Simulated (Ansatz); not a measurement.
## Ba7O8: nudged elastic band, vacancy jump

Method: DFT PBE, scalar-relativistic, plane waves, PAW (Ansatz). Cutoff 420 eV, Γ-centred 4×4×4 k-points, Gaussian smearing of 0.05 eV. Spin–orbit coupling is left out, which matters for the heavy elements here. No spin polarisation.

1 inner image(s), climbing immediate, force tolerance 0.05 eV/Å, at most 60 iterations, fixed cell. The cell carries a charge of -2 e on a uniform background, with no finite-size correction, so the barrier is rough in so small a cell.

The run took 4.6 min on 4 threads of Arm Neoverse V1, on a shared host, peak memory 1.8 GiB.

Command:
```bash
ansatz run input.yaml --threads 4 --pin off --max-ram 9216MiB --backend cpu --events-out ev --progress --plain --runs-dir out
```

Input:
```yaml
crystal:
  lattice:
    - [0.0, 5.573326482, -5.573326482]
    - [5.573326482, 5.573326482, 0.0]
    - [5.573326482, 0.0, -5.573326482]
  atoms:
    - { symbol: Ba, position: [0.0, 0.5, 0.5] }
    - { symbol: Ba, position: [0.5, 0.0, 0.5] }
    - { symbol: Ba, position: [0.5, 0.5, 0.5] }
    - { symbol: Ba, position: [0.0, 0.0, 1.0] }
    - { symbol: Ba, position: [0.0, 0.5, 1.0] }
    - { symbol: Ba, position: [0.5, 0.0, 1.0] }
    - { symbol: Ba, position: [0.5, 0.5, 1.0] }
    - { symbol: O, position: [0.2643955758, 0.7356044242, 0.2356044242] }
    - { symbol: O, position: [0.2643955758, 0.2643955758, 0.2356044242] }
    - { symbol: O, position: [0.75, 0.75, 0.25] }
    - { symbol: O, position: [0.7356044242, 0.2643955758, 0.2356044242] }
    - { symbol: O, position: [0.2643955758, 0.7356044242, 0.7643955758] }
    - { symbol: O, position: [0.25, 0.25, 0.75] }
    - { symbol: O, position: [0.7356044242, 0.7356044242, 0.7643955758] }
    - { symbol: O, position: [0.7356044242, 0.2643955758, 0.7643955758] }
total_charge: -2
basis:
  ecutwfc: 420
kpoints:
  mp_grid: { grid: [4, 4, 4] }
hamiltonian:
  xc: pbe
scf:
  occupations: { method: gaussian, width: 0.05 }
output:
  forces: true
neb:
  images: 1
  f_tol: 0.05
  max_iterations: 60
  order_check: false
  final_atoms:
    - { symbol: Ba, position: [0.0, 0.0, 0.5] }
    - { symbol: Ba, position: [0.5, 0.0, 0.5] }
    - { symbol: Ba, position: [0.5, 0.5, 0.5] }
    - { symbol: Ba, position: [0.0, 0.0, 1.0] }
    - { symbol: Ba, position: [0.0, 0.5, 1.0] }
    - { symbol: Ba, position: [0.5, 0.0, 1.0] }
    - { symbol: Ba, position: [0.5, 0.5, 1.0] }
    - { symbol: O, position: [0.2643955696, 0.7643955696, 0.2356044304] }
    - { symbol: O, position: [0.2643955696, 0.2356044304, 0.2356044304] }
    - { symbol: O, position: [0.7356044304, 0.7643955696, 0.2356044304] }
    - { symbol: O, position: [0.75, 0.25, 0.25] }
    - { symbol: O, position: [0.25, 0.75, 0.75] }
    - { symbol: O, position: [0.2643955696, 0.2356044304, 0.7643955696] }
    - { symbol: O, position: [0.7356044304, 0.7643955696, 0.7643955696] }
    - { symbol: O, position: [0.7356044304, 0.2356044304, 0.7643955696] }
  climbing: immediate
```

Output (its end):
```
...
    - [5.573326482, 5.573326482, 0.0]
    - [5.573326482, 0.0, -5.573326482]
  atoms:
    - { symbol: Ba, position: [-3.881473814582037e-8, 0.2499901443245403, 0.49999988364665554] }
    - { symbol: Ba, position: [0.5471409384307858, -0.029348378845691858, 0.5115571334086358] }
    - { symbol: Ba, position: [0.45285900822130787, 0.5293495736071117, 0.48844301081257224] }
    - { symbol: Ba, position: [0.011557085438447134, -0.029348362549097895, 1.0471409597661183] }
    - { symbol: Ba, position: [-0.011557045855314696, 0.5293495899756728, 0.952859032475309] }
    - { symbol: Ba, position: [0.5000000140052513, 0.0019140650876751097, 0.999999915343125] }
    - { symbol: Ba, position: [0.5000001058957495, 0.49808745676418364, 1.0000000051610514] }
    - { symbol: O, position: [0.27341813496135514, 0.750001384700095, 0.22658188137298907] }
    - { symbol: O, position: [0.3014077518478647, 0.2500001084139468, 0.19859215874175482] }
    - { symbol: O, position: [0.7526355041634749, 0.7208821722573122, 0.2526355749123475] }
    - { symbol: O, position: [0.752634974985007, 0.27384874249177193, 0.25263504617140353] }
    - { symbol: O, position: [0.2473649677674235, 0.7791187431738966, 0.7473650361865138] }
    - { symbol: O, position: [0.24736448056789645, 0.22615327128087986, 0.7473645480059588] }
    - { symbol: O, position: [0.7265818759228002, 0.7500013856272596, 0.7734181386318986] }
    - { symbol: O, position: [0.6985922424626893, 0.25000010369044434, 0.8014076753636662] }
```

Self-consistency was reached.

Final band:

```
image s (Å)  ΔE (eV)
    0  0.000    0.000
    1  2.147    0.682
    2  4.295    0.000
```

Highest image over the start 0.682 eV, over the end 0.682 eV. The order of the saddle wasn't checked, and a path that keeps a symmetry can read too high.

By iteration:

| iteration | largest band force component (eV/Å) | highest image (eV) |
| --- | --- | --- |
| 1 | 3.379 | 3.434 |
| 2 | 3.010 | 2.099 |
| 3 | 1.388 | 1.075 |
| 4 | 0.356 | 0.749 |
| 5 | 0.060 | 0.689 |
| 6 | 0.022 | 0.684 |
| 7 | 0.029 | 0.682 |

Images of the last band (Å, true forces in eV/Å):

```xyz
15
Lattice="0.000 5.573 -5.573 5.573 5.573 0.000 5.573 0.000 -5.573" Properties=species:S:1:pos:R:3:forces:R:3 pbc="T T T" image=0 dE_eV=0.0000
Ba    5.573    2.787   -2.787    0.000    0.000    0.000
Ba    2.787    2.787   -5.573    0.000    0.000    0.000
Ba    5.573    5.573   -5.573    0.000    0.000    0.000
Ba    5.573    0.000   -5.573    0.000    0.000    0.000
Ba    8.360    2.787   -5.573    0.000    0.000    0.000
Ba    5.573    2.787   -8.360    0.000    0.000    0.000
Ba    8.360    5.573   -8.360    0.000    0.000    0.000
O     5.413    5.573   -2.787    0.000    0.000    0.000
O     2.787    2.947   -2.787    0.000    0.000    0.000
O     5.573    8.360   -5.573    0.000    0.000    0.000
O     2.787    5.573   -5.413    0.000    0.000    0.000
O     8.360    5.573   -5.734    0.000    0.000    0.000
O     5.573    2.787   -5.573    0.000    0.000    0.000
O     8.360    8.200   -8.360    0.000    0.000    0.000
O     5.734    5.573   -8.360    0.000    0.000    0.000
15
Lattice="0.000 5.573 -5.573 5.573 5.573 0.000 5.573 0.000 -5.573" Properties=species:S:1:pos:R:3:forces:R:3 pbc="T T T" image=1 dE_eV=0.6817
Ba    4.180    1.393   -2.787    0.000    0.000    0.000
Ba    2.688    2.886   -5.900    0.009   -0.009    0.001
Ba    5.672    5.474   -5.246   -0.009    0.009   -0.001
Ba    5.672   -0.099   -5.900   -0.009    0.009    0.001
Ba    8.261    2.886   -5.246    0.009   -0.009   -0.001
Ba    5.584    2.797   -8.360    0.011    0.011    0.000
Ba    8.349    5.563   -8.360   -0.011   -0.011    0.000
O     5.443    5.704   -2.787    0.006   -0.005    0.000
O     2.500    3.073   -2.787    0.029   -0.029    0.000
O     5.426    8.212   -5.603   -0.009   -0.009    0.000
O     2.934    5.721   -5.603    0.009    0.009    0.000
O     8.508    5.721   -5.544    0.009    0.009    0.000
O     5.426    2.639   -5.544   -0.009   -0.009    0.000
O     8.491    8.229   -8.360   -0.005    0.006    0.000
O     5.860    5.287   -8.360   -0.029    0.029    0.000
15
Lattice="0.000 5.573 -5.573 5.573 5.573 0.000 5.573 0.000 -5.573" Properties=species:S:1:pos:R:3:forces:R:3 pbc="T T T" image=2 dE_eV=0.0000
Ba    2.787    0.000   -2.787    0.000    0.000    0.000
Ba    2.787    2.787   -5.573    0.000    0.000    0.000
Ba    5.573    5.573   -5.573    0.000    0.000    0.000
Ba    5.573    0.000   -5.573    0.000    0.000    0.000
Ba    8.360    2.787   -5.573    0.000    0.000    0.000
Ba    5.573    2.787   -8.360    0.000    0.000    0.000
Ba    8.360    5.573   -8.360    0.000    0.000    0.000
O     5.573    5.734   -2.787    0.000    0.000    0.000
O     2.626    2.787   -2.787    0.000    0.000    0.000
O     5.573    8.360   -5.413    0.000    0.000    0.000
O     2.787    5.573   -5.573    0.000    0.000    0.000
O     8.360    5.573   -5.573    0.000    0.000    0.000
O     5.573    2.787   -5.734    0.000    0.000    0.000
O     8.520    8.360   -8.360    0.000    0.000    0.000
O     5.573    5.413   -8.360    0.000    0.000    0.000
```